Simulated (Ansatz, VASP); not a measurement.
One calculation of Y, two programs

File INCAR:

```
PREC = Accurate
ENCUT = 520
EDIFF = 1E-7
ISMEAR = 0
SIGMA = 0.1
LREAL = F
LASPH = T
NELM = 60
ALGO = Fast
ISIF = 2
LWAVE = F
LCHARG = T
GGA = PE
LELF = T
LVHAR = T
NBANDS = 18
```

Contents of KPOINTS:

```
regular mesh
0
Gamma
  15 15 8
```

POSCAR

```
Y
1.0
    3.8615334732      0.0000000000      0.0000000000
   -1.9307667366      3.3441860853      0.0000000000
    0.0000000000      0.0000000000      5.9055684480
Y
2
Direct
    0.3333333333      0.6666666667      0.2500000000
    0.6666666667      0.3333333333      0.7500000000
```

Input for Ansatz:

```yaml
crystal:
  lattice:
    - [3.8615334732, 0.0, 0.0]
    - [-1.9307667366, 3.3441860853, 0.0]
    - [0.0, 0.0, 5.905568448]
  atoms:
    - { symbol: "Y", position: [0.3333333333, 0.6666666667, 0.25] }
    - { symbol: "Y", position: [0.6666666667, 0.3333333333, 0.75] }
basis:
  ecutwfc: 420
kpoints:
  mp_grid: { grid: [15, 15, 8] }
hamiltonian:
  xc: pbe
scf:
  occupations: { method: gaussian, width: 0.1 }
output:
  forces: true
  stress: true
  eigenvalues: true
  write_density: true
  write_potential: true
  elf: true
  volumetric_format: npy
```

Alike in both runs: task single point; functional PBE; k mesh 15 × 15 × 8; occupations gaussian, width 0.1 eV; no spin polarisation.

```csv
,VASP,Ansatz
version,VASP 6.6.1,Ansatz 0.2.0
potentials or method,"VASP PAW PBE potentials, release 64 (Y_sv)","scalar-relativistic, plane waves, PAW"
plane-wave cutoff (eV),520,420
valence electrons in the cell,22,22
```

|  | VASP | Ansatz | Ansatz less VASP |
| --- | --- | --- | --- |
| gap on the k mesh at the Fermi level (eV) | none | none | - |
| pressure (GPa) | -4.8 | -4.8 | +0.05 |
| largest component of the traceless stress (GPa) | 0.51 | 0.52 | +0.003 |

A gap of «none» marks a metal or a gap that the smearing closes.
